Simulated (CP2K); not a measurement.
Runs of CP2K 2026.2 on Ca. It takes space group Fm-3m (No. 225, cubic). Conventional cell: a = 5.588 Å, b = 5.588 Å, c = 5.588 Å, α = 90.00°, β = 90.00°, γ = 90.00°. Ca (site symmetry m-3m) has 12 Ca at 3.95 Å as nearest neighbours. 

```tsv
task	level	potentials or basis	smearing	EPS_DEFAULT	NGRIDS	basis sets	potentials	points a segment of the path (NPOINTS)	gap on the mesh (eV)	pressure (GPa)
band structure	TB-mBJ	POTENTIAL_UZH Ca GTH-PBE-q10; TZVP-MOLOPT-PBE-GTH basis	fermi-dirac 0.1 eV	1.0E-9	5	Ca TZVP-MOLOPT-PBE-GTH-q10	Ca GTH-PBE-q10 of POTENTIAL_UZH	8	none	-
band structure	LDA	GTH_POTENTIALS Ca GTH-PADE-q10; TZVP-MOLOPT-PBE-GTH basis	fermi-dirac 0.01 eV	1.0E-10	4	Ca TZVP-MOLOPT-PBE-GTH-q10	Ca GTH-PADE-q10 of GTH_POTENTIALS	10	none	(a)
band structure	PBE	POTENTIAL_UZH Ca GTH-PBE-q10; TZVP-MOLOPT-PBE-GTH basis	fermi-dirac 0.0259 eV	1.0E-9	4	Ca TZVP-MOLOPT-PBE-GTH-q10	Ca GTH-PBE-q10 of POTENTIAL_UZH	8	none	-0.5
band structure	PBEsol	POTENTIAL_UZH Ca GTH-PBE-q10; TZVP-MOLOPT-PBE-GTH basis	fermi-dirac 0.1 eV	1.0E-9	4	Ca TZVP-MOLOPT-PBE-GTH-q10	Ca GTH-PBE-q10 of POTENTIAL_UZH	8	none	-1.0
band structure	r2SCAN	POTENTIAL_UZH Ca GTH-SCAN-q10; TZVP-MOLOPT-SCAN-GTH basis	fermi-dirac 0.0259 eV	1.0E-10	4	Ca TZVP-MOLOPT-SCAN-GTH-q10	Ca GTH-SCAN-q10 of POTENTIAL_UZH	10	none	-0.3
```

Alike in all rows: no spin polarisation; cell as given; k mesh 8 × 8 × 8.

**Question.** Estimate the missing entries.

**Answer.** (a) -2.1.

Caveats: the basis of atomic orbitals isn't converged, which shifts pressures, moduli and gaps; the potentials were made for another functional, which shifts forces and pressure (some runs); this is a model potential without an energy functional, so only levels have meaning (some runs).

A gap of «none» marks a metal or a gap under the smearing width.
